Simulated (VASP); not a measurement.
Method: LDA (Ceperley-Alder, Perdew-Zunger), VASP's LDA PAW potentials (set 64) (plane waves; VASP).

VASP ran on this input.

INCAR:
```
SYSTEM = BaF2
PREC = Accurate; ENCUT = 520; LREAL = .FALSE.
LASPH = .TRUE.
EDIFF = 1E-8; NELM = 100; ALGO = Normal
LMAXMIX = 4
ISMEAR = 0; SIGMA = 0.01
IBRION = 8; NSW = 1
LWAVE = .FALSE.; LCHARG = .FALSE.
LEPSILON = .TRUE.
```

File POSCAR:
```
BaF2
1.0
  0.0000000000   3.0455157985   3.0455157985
  3.0455157985   0.0000000000   3.0455157985
  3.0455157985   3.0455157985   0.0000000000
Ba F
1 2
Cart
  0.0000000000   0.0000000000   0.0000000000
  1.5227578992   1.5227578992   1.5227578992
  4.5682736977   4.5682736977   4.5682736977
```

File KPOINTS:
```
Automatic mesh
0
Gamma
6 6 6
0 0 0
```

POTCAR, in this order: Ba_sv F (LDA.64 set). Program: vasp_std.

Output

OSZICAR:
```
...
RMM:   1    -0.263110559411E+00   -0.26311E+00   -0.65243E-01   972   0.303E+00
RMM:   2    -0.265672453125E+00   -0.25619E-02   -0.27623E-02   985   0.563E-01
RMM:   3    -0.266769108940E+00   -0.10967E-02   -0.17445E-03  1040   0.145E-01
RMM:   4    -0.266897776040E+00   -0.12867E-03   -0.24127E-04  1053   0.457E-02
RMM:   5    -0.266911223962E+00   -0.13448E-04   -0.28254E-05   963   0.149E-02
RMM:   6    -0.266913031672E+00   -0.18077E-05   -0.45483E-06   855   0.527E-03
RMM:   7    -0.266913260113E+00   -0.22844E-06    0.20650E-06   797   0.202E-03
RMM:   8    -0.266913288464E+00   -0.28351E-07   -0.25153E-08   785   0.582E-04
RMM:   9    -0.266913289944E+00   -0.14799E-08    0.10007E-07   714   0.203E-04
RMM:  10    -0.266913290444E+00   -0.50092E-09    0.27184E-08   572   0.812E-05
 Linear response to external field, progress :
  Direction:   1
       N       E                     dE             d eps       ncg     rms          rms(c)
RMM:   1    -0.251222213482E+00   -0.25122E+00   -0.61113E-01  1873   0.298E+00
RMM:   2    -0.254062424099E+00   -0.28402E-02   -0.32920E-02  1872   0.611E-01    0.805E-01
RMM:   3    -0.233828833392E+00    0.20234E-01   -0.22331E-02  1573   0.847E-01    0.422E-01
RMM:   4    -0.235782151686E+00   -0.19533E-02   -0.15384E-02  1566   0.739E-01    0.117E-01
RMM:   5    -0.239223181972E+00   -0.34410E-02   -0.88191E-04  1681   0.216E-01    0.144E-02
RMM:   6    -0.239608110160E+00   -0.38493E-03   -0.11358E-04  1878   0.492E-02    0.694E-03
RMM:   7    -0.239697146973E+00   -0.89037E-04   -0.69243E-06  1816   0.153E-02    0.187E-03
RMM:   8    -0.239681253934E+00    0.15893E-04   -0.25068E-06  1922   0.457E-03    0.785E-04
RMM:   9    -0.239685223952E+00   -0.39700E-05    0.85212E-06  1884   0.175E-03    0.186E-04
RMM:  10    -0.239684998422E+00    0.22553E-06    0.89319E-07  1907   0.522E-04    0.838E-05
RMM:  11    -0.239685501417E+00   -0.50299E-06   -0.41970E-07  1512   0.175E-04    0.273E-05
RMM:  12    -0.239685674085E+00   -0.17267E-06   -0.13192E-07  1014   0.671E-05    0.137E-05
RMM:  13    -0.239685807878E+00   -0.13379E-06    0.88024E-09   744   0.565E-05    0.993E-07
 Linear response to external field, progress :
  Direction:   2
       N       E                     dE             d eps       ncg     rms          rms(c)
RMM:   1    -0.251233740510E+00   -0.25123E+00   -0.61124E-01  1881   0.299E+00
RMM:   2    -0.254062385880E+00   -0.28286E-02   -0.32845E-02  1882   0.619E-01    0.805E-01
RMM:   3    -0.233817309001E+00    0.20245E-01   -0.22359E-02  1584   0.849E-01    0.422E-01
RMM:   4    -0.235781863824E+00   -0.19646E-02   -0.15465E-02  1564   0.739E-01    0.117E-01
RMM:   5    -0.239220361226E+00   -0.34385E-02   -0.92689E-04  1694   0.218E-01    0.145E-02
RMM:   6    -0.239603598512E+00   -0.38324E-03   -0.12105E-04  1893   0.504E-02    0.695E-03
RMM:   7    -0.239697579417E+00   -0.93981E-04   -0.74325E-06  1822   0.155E-02    0.192E-03
RMM:   8    -0.239680769778E+00    0.16810E-04   -0.62904E-06  1927   0.469E-03    0.806E-04
RMM:   9    -0.239685168224E+00   -0.43984E-05   -0.14180E-06  1896   0.180E-03    0.184E-04
RMM:  10    -0.239684989529E+00    0.17869E-06   -0.57066E-07  1941   0.542E-04    0.839E-05
RMM:  11    -0.239685508956E+00   -0.51943E-06    0.62730E-08  1523   0.178E-04    0.282E-05
RMM:  12    -0.239685681910E+00   -0.17295E-06    0.73106E-08  1085   0.700E-05    0.135E-05
RMM:  13    -0.239685821956E+00   -0.14005E-06    0.35866E-09   738   0.563E-05    0.120E-06
 Linear response to external field, progress :
  Direction:   3
       N       E                     dE             d eps       ncg     rms          rms(c)
RMM:   1    -0.251232497787E+00   -0.25123E+00   -0.61123E-01  1878   0.299E+00
RMM:   2    -0.254062441481E+00   -0.28299E-02   -0.32844E-02  1882   0.619E-01    0.805E-01
RMM:   3    -0.233818267115E+00    0.20244E-01   -0.22363E-02  1585   0.849E-01    0.422E-01
RMM:   4    -0.235781385482E+00   -0.19631E-02   -0.15456E-02  1562   0.739E-01    0.117E-01
RMM:   5    -0.239220371198E+00   -0.34390E-02   -0.92813E-04  1695   0.218E-01    0.145E-02
RMM:   6    -0.239603638526E+00   -0.38327E-03   -0.12104E-04  1896   0.504E-02    0.694E-03
RMM:   7    -0.239697563834E+00   -0.93925E-04   -0.77261E-06  1822   0.155E-02    0.192E-03
RMM:   8    -0.239680761654E+00    0.16802E-04   -0.34713E-06  1916   0.468E-03    0.804E-04
RMM:   9    -0.239685154834E+00   -0.43932E-05    0.64065E-06  1902   0.181E-03    0.188E-04
RMM:  10    -0.239684982604E+00    0.17223E-06   -0.16141E-06  1930   0.532E-04    0.828E-05
RMM:  11    -0.239685631327E+00   -0.64872E-06   -0.71578E-07  1571   0.187E-04    0.173E-05
RMM:  12    -0.239685725160E+00   -0.93833E-07   -0.21020E-07  1028   0.644E-05    0.102E-05
RMM:  13    -0.239685838284E+00   -0.11312E-06   -0.60498E-09   688   0.498E-05    0.147E-06
 Linear response DOF=           2
 Linear response progress:
  Degree of freedom:   1/  2
       N       E                     dE             d eps       ncg     rms          rms(c)
RMM:   1    -0.186658798816E+00   -0.18666E+00    0.12205E-01  1932   0.230E+00
RMM:   2    -0.193668555718E+00   -0.70098E-02   -0.25446E-02  1699   0.548E-01    0.925E-02
RMM:   3    -0.194427861992E+00   -0.75931E-03   -0.11836E-03  1825   0.149E-01    0.615E-02
RMM:   4    -0.194794708755E+00   -0.36685E-03   -0.12148E-04  1690   0.781E-02    0.853E-03
RMM:   5    -0.194875061448E+00   -0.80353E-04   -0.14453E-05  1899   0.169E-02    0.481E-03
RMM:   6    -0.194930890519E+00   -0.55829E-04   -0.14492E-06  1846   0.642E-03    0.105E-03
RMM:   7    -0.194940110274E+00   -0.92198E-05    0.69507E-07  1927   0.191E-03    0.227E-04
RMM:   8    -0.194937063491E+00    0.30468E-05   -0.36404E-08  1873   0.737E-04    0.531E-05
RMM:   9    -0.194937363049E+00   -0.29956E-06   -0.29992E-07  2040   0.225E-04    0.292E-05
RMM:  10    -0.194937747794E+00   -0.38475E-06   -0.54248E-07  2018   0.807E-05    0.618E-06
RMM:  11    -0.194937751256E+00   -0.34620E-08    0.92240E-08  2099   0.243E-05    0.536E-06
 Linear response progress:
  Degree of freedom:   2/  2
       N       E                     dE             d eps       ncg     rms          rms(c)
RMM:   1    -0.528008858858E+00   -0.52801E+00    0.59205E-01  2746   0.513E+00
RMM:   2    -0.525880869305E+00    0.21280E-02   -0.78576E-03  2258   0.635E-01    0.881E-02
RMM:   3    -0.527130272807E+00   -0.12494E-02   -0.12909E-03  2756   0.199E-01    0.478E-02
RMM:   4    -0.528692455220E+00   -0.15622E-02   -0.42806E-04  2375   0.134E-01    0.908E-03
RMM:   5    -0.528677058363E+00    0.15397E-04   -0.12327E-04  3229   0.371E-02    0.445E-03
RMM:   6    -0.528664757058E+00    0.12301E-04   -0.74596E-06  3284   0.113E-02    0.131E-03
RMM:   7    -0.528670737434E+00   -0.59804E-05   -0.96279E-07  3292   0.411E-03    0.567E-04
RMM:   8    -0.528667002041E+00    0.37354E-05   -0.19365E-06  3384   0.152E-03    0.220E-04
RMM:   9    -0.528665825210E+00    0.11768E-05   -0.24685E-07  3556   0.620E-04    0.730E-05
RMM:  10    -0.528666029858E+00   -0.20465E-06   -0.16215E-08  3545   0.202E-04    0.203E-05
RMM:  11    -0.528665921749E+00    0.10811E-06   -0.13409E-08  3616   0.672E-05    0.639E-06
RMM:  12    -0.528665966660E+00   -0.44911E-07   -0.49110E-08  3610   0.222E-05    0.283E-06
RMM:  13    -0.528665970432E+00   -0.37725E-08   -0.11149E-08  3518   0.793E-06    0.502E-07
 Linear response finished
```

**OUTCAR**
```
------------------------ aborting loop because EDIFF is reached ----------------------------------------

 HEAD OF MICROSCOPIC STATIC DIELECTRIC TENSOR (INDEPENDENT PARTICLE, excluding Hartree and local field effects)
 ------------------------------------------------------
           2.636340     0.000000     0.000000
           0.000000     2.636340     0.000000
           0.000000     0.000000     2.636340
 ------------------------------------------------------

 MACROSCOPIC STATIC DIELECTRIC TENSOR (including local field effects in DFT)
 ------------------------------------------------------
           2.441689     0.000000     0.000000
           0.000000     2.441689    -0.000000
           0.000000     0.000000     2.441689
 ------------------------------------------------------

 PIEZOELECTRIC TENSOR (including local field effects)  for field in x, y, z        (e  Angst)
          XX          YY          ZZ          XY          YZ          ZX
  --------------------------------------------------------------------------------
  x     0.00000     0.00000     0.00000     0.00000     0.00000     0.00000
  y     0.00000     0.00000     0.00000     0.00000     0.00000     0.00000
  z     0.00000     0.00000     0.00000     0.00000     0.00000     0.00000

 PIEZOELECTRIC TENSOR (including local field effects)  for field in x, y, z        (C/m^2)
          XX          YY          ZZ          XY          YZ          ZX
  --------------------------------------------------------------------------------
  x     0.00000     0.00000     0.00000     0.00000     0.00000     0.00000
  y     0.00000     0.00000     0.00000     0.00000     0.00000     0.00000
  z     0.00000     0.00000     0.00000     0.00000     0.00000     0.00000

 BORN EFFECTIVE CHARGES (including local field effects) (in |e|, cummulative output)
 ---------------------------------------------------------------------------------
 ion    1
    1     2.60170     0.00000     0.00000
    2     0.00000     2.60170     0.00000
    3     0.00000     0.00000     2.60170
 ion    2
    1    -1.30085     0.00000     0.00000
    2     0.00000    -1.30085     0.00000
    3     0.00000     0.00000    -1.30085
 ion    3
    1    -1.30085     0.00000     0.00000
    2     0.00000    -1.30085     0.00000
    3     0.00000     0.00000    -1.30085

   1 f  =    7.835891 THz    49.234353 2PiTHz  261.377177 cm-1    32.406625 meV
             X         Y         Z           dx          dy          dz
      0.000000  0.000000  0.000000    -0.000000   -0.000000   -0.000000
      1.522758  1.522758  1.522758     0.347911    0.499229    0.360178
      4.568274  4.568274  4.568274    -0.347911   -0.499229   -0.360178

   2 f  =    7.835891 THz    49.234353 2PiTHz  261.377177 cm-1    32.406625 meV
             X         Y         Z           dx          dy          dz
      0.000000  0.000000  0.000000    -0.000000   -0.000000   -0.000000
      1.522758  1.522758  1.522758    -0.206137   -0.295357    0.608500
      4.568274  4.568274  4.568274     0.206137    0.295357   -0.608500

   3 f  =    7.835891 THz    49.234353 2PiTHz  261.377177 cm-1    32.406625 meV
             X         Y         Z           dx          dy          dz
      0.000000  0.000000  0.000000    -0.000000   -0.000000    0.000000
      1.522758  1.522758  1.522758    -0.580056    0.404394   -0.000215
      4.568274  4.568274  4.568274     0.580056   -0.404394    0.000215

   4 f  =    6.170481 THz    38.770276 2PiTHz  205.825094 cm-1    25.519048 meV
             X         Y         Z           dx          dy          dz
      0.000000  0.000000  0.000000    -0.282639   -0.272904    0.249130
      1.522758  1.522758  1.522758     0.380278    0.367180   -0.335193
      4.568274  4.568274  4.568274     0.380278    0.367180   -0.335193

   5 f  =    6.170481 THz    38.770276 2PiTHz  205.825094 cm-1    25.519048 meV
             X         Y         Z           dx          dy          dz
      0.000000  0.000000  0.000000    -0.169666   -0.182789   -0.392720
      1.522758  1.522758  1.522758     0.228278    0.245934    0.528386
      4.568274  4.568274  4.568274     0.228278    0.245934    0.528386

   6 f  =    6.170481 THz    38.770276 2PiTHz  205.825094 cm-1    25.519048 meV
             X         Y         Z           dx          dy          dz
      0.000000  0.000000  0.000000    -0.328262    0.329452   -0.011523
      1.522758  1.522758  1.522758     0.441661   -0.443263    0.015503
      4.568274  4.568274  4.568274     0.441661   -0.443263    0.015503

   7 f/i=    0.002194 THz     0.013785 2PiTHz    0.073181 cm-1     0.009073 meV
             X         Y         Z           dx          dy          dz
      0.000000  0.000000  0.000000     0.555164   -0.645082   -0.243382
      1.522758  1.522758  1.522758     0.206311   -0.239727   -0.090446
      4.568274  4.568274  4.568274     0.206311   -0.239727   -0.090446

   8 f/i=    0.002194 THz     0.013785 2PiTHz    0.073181 cm-1     0.009073 meV
             X         Y         Z           dx          dy          dz
      0.000000  0.000000  0.000000    -0.104596    0.230059   -0.848355
      1.522758  1.522758  1.522758    -0.038870    0.085495   -0.315267
      4.568274  4.568274  4.568274    -0.038870    0.085495   -0.315267

   9 f/i=    0.002194 THz     0.013785 2PiTHz    0.073181 cm-1     0.009073 meV
             X         Y         Z           dx          dy          dz
      0.000000  0.000000  0.000000     0.681488    0.560816    0.068061
      1.522758  1.522758  1.522758     0.253256    0.208412    0.025293
      4.568274  4.568274  4.568274     0.253256    0.208412    0.025293

 MACROSCOPIC STATIC DIELECTRIC TENSOR IONIC CONTRIBUTION
 ------------------------------------------------------
           4.679635    -0.000000    -0.000000
          -0.000000     4.679635     0.000000
          -0.000000     0.000000     4.679635
 ------------------------------------------------------

 ELASTIC MODULI CONTR FROM IONIC RELAXATION (kBar)
 Direction    XX          YY          ZZ          XY          YZ          ZX
 --------------------------------------------------------------------------------
 XX          -0.0000     -0.0000     -0.0000     -0.0000     -0.0000     -0.0000
...
```
(Selected blocks of OUTCAR.)

OUTCAR:
```
 val. band max:       -2.2528471799   @ k =  -0.1667   0.1667   0.0000

 cond. band min:       4.3749452658   @ k =   0.0000   0.0000   0.0000


 Fermi energy:        -2.1336313069

 k-point     1 :       0.0000    0.0000    0.0000
  band No.  band energies     occupation
      1     -25.0414      2.00000
      2     -20.8196      2.00000
      3     -20.7067      2.00000
      4      -9.8211      2.00000
      5      -9.8211      2.00000
      6      -9.8211      2.00000
      7      -3.9604      2.00000
      8      -3.9604      2.00000
      9      -3.9604      2.00000
     10      -2.3476      2.00000
     11      -2.3476      2.00000
     12      -2.3476      2.00000
     13       4.3749      0.00000
     14       7.0242      0.00000
     15       7.0242      0.00000
     16       9.5146      0.00000

 k-point     2 :       0.1667    0.0000    0.0000
  band No.  band energies     occupation
      1     -24.9738      2.00000
      2     -20.8568      2.00000
      3     -20.7913      2.00000
      4      -9.8837      2.00000
      5      -9.8769      2.00000
      6      -9.8769      2.00000
      7      -3.8306      2.00000
      8      -3.8306      2.00000
      9      -3.6239      2.00000
     10      -2.5524      2.00000
     11      -2.3816      2.00000
     12      -2.3816      2.00000
     13       5.0051      0.00000
     14       7.0085      0.00000
     15       7.0085      0.00000
     16       9.1750      0.00000

 k-point     3 :       0.3333    0.0000    0.0000
  band No.  band energies     occupation
      1     -24.8282      2.00000
      2     -21.0242      2.00000
      3     -20.8764      2.00000
      4      -9.9843      2.00000
      5      -9.9823      2.00000
      6      -9.9823      2.00000
      7      -3.6033      2.00000
      8      -3.6033      2.00000
      9      -2.9767      2.00000
     10      -2.8399      2.00000
     11      -2.4113      2.00000
     12      -2.4113      2.00000
     13       6.1575      0.00000
...
```

Unless said otherwise, spin-orbit coupling is left out, though it shifts the bands of the heavy elements here.

The compound is BaF2 in the fluorite structure. It was relaxed first, which changed the volume by -5 %.
